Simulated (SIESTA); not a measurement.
SnO:

```
Sn O
1.0
     3.81370    0.00000    0.00000
     0.00000    3.81370    0.00000
     0.00000    0.00000    4.88691
Sn O
2 2
Direct
  0.50000 0.00000 0.76463
  0.00000 0.50000 0.23537
  0.00000 0.00000 0.00000
  0.50000 0.50000 0.00000
```

The cell is a database's computed one.

Base run:

| Item | Value |
| --- | --- |
| Program | SIESTA 5.4.2 |
| Functional | vdW-DF-cx |
| Potentials or basis | PseudoDojo 0.4 standard (PBE files) |
| Basis | DZP (energy shift 0.003 Ry; two zetas on semicore shells) |
| Grid cutoff | 800 Ry |
| Energy shift | 0.003 Ry |
| k mesh | 7 × 7 × 6 |
| Occupations | fermi-dirac, width 0.05 eV |
| Spin | no spin polarisation |

Its results: band gap on the k mesh 0.41 eV, indirect (least direct gap 1.95 eV); pressure 3.9 GPa; largest force 0.851 eV/Å.

**Question.** The run is repeated on the same cell with these changes: functional from vdW-DF-cx to LDA; potentials or basis from PseudoDojo 0.4 standard (PBE files) to PseudoDojo 0.4 standard (LDA files). What comes out?

**Answer.** Band gap on the k mesh 0.45 eV, indirect (least direct gap 1.91 eV); pressure -0.5 GPa; largest force 0.308 eV/Å.

Caveats: spin-orbit coupling is left out, which moves the levels of the heavy elements; the mesh misses the band edges, which the band path finds closer together; the basis of atomic orbitals isn't converged, which shifts pressures, moduli and gaps; the potentials were made for another functional, which shifts forces and pressure (some runs).
